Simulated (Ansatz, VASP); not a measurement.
# LiH in VASP and in Ansatz

Contents of INCAR:

```
ALGO = Normal
EDIFF = 1E-6
ENCUT = 520
GGA = PS
ISIF = 2
ISMEAR = 0
LASPH = True
LCHARG = False
LREAL = False
LWAVE = False
NBANDS = 12
NELM = 60
PREC = Accurate
SIGMA = 0.02
```

KPOINTS

```
k-points
0
Gamma
  8 8 6
```

File POSCAR:

```
LiH
1.0
    1.9899771082      1.9899771082      0.0000000000
   -1.9899771082      1.9899771082      0.0000000000
    0.0000000000      0.0000000000      3.9401546742
Li H
2 2
Direct
    0.0000000000      0.0000000000      0.0000000000
    0.5000000000      0.5000000000      0.5000000000
    0.5000000000      0.5000000000      0.0000000000
    0.0000000000      0.0000000000      0.5000000000
```

Input for Ansatz:

```yaml
crystal:
  lattice:
    - [1.9899771082, 1.9899771082, 0.0]
    - [-1.9899771082, 1.9899771082, 0.0]
    - [0.0, 0.0, 3.9401546742]
  atoms:
    - { symbol: Li, position: [0.0, 0.0, 0.0] }
    - { symbol: Li, position: [0.5, 0.5, 0.5] }
    - { symbol: H, position: [0.5, 0.5, 0.0] }
    - { symbol: H, position: [0.0, 0.0, 0.5] }
basis:
  ecutwfc: 420
kpoints:
  mp_grid: { grid: [8, 8, 6] }
hamiltonian:
  xc: pbesol
scf:
  occupations: { method: gaussian, width: 0.02 }
output:
  forces: true
  stress: true
  eigenvalues: true
```

Change from the starting cell: strain along c alone, the other axes held, atoms relaxed: -1.0 %.

Alike in both runs: task single point; functional PBEsol; k mesh 8 × 8 × 6; occupations gaussian, width 0.02 eV; no spin polarisation.

|  | VASP | Ansatz |
| --- | --- | --- |
| version | VASP 6.6.1 | Ansatz 0.2.0 |
| potentials or method | VASP PAW PBE potentials, release 64 (Li_sv, H) | scalar-relativistic, plane waves, PAW |
| plane-wave cutoff (eV) | 520 | 420 |
| valence electrons in the cell | 8 | 8 |

```csv
,VASP,Ansatz,Ansatz less VASP
gap on the k mesh at the Fermi level (eV),2.62,2.62,0.000
least direct gap on the mesh (eV),2.70,2.70,0.000
```

 A k mesh can miss the band edges.
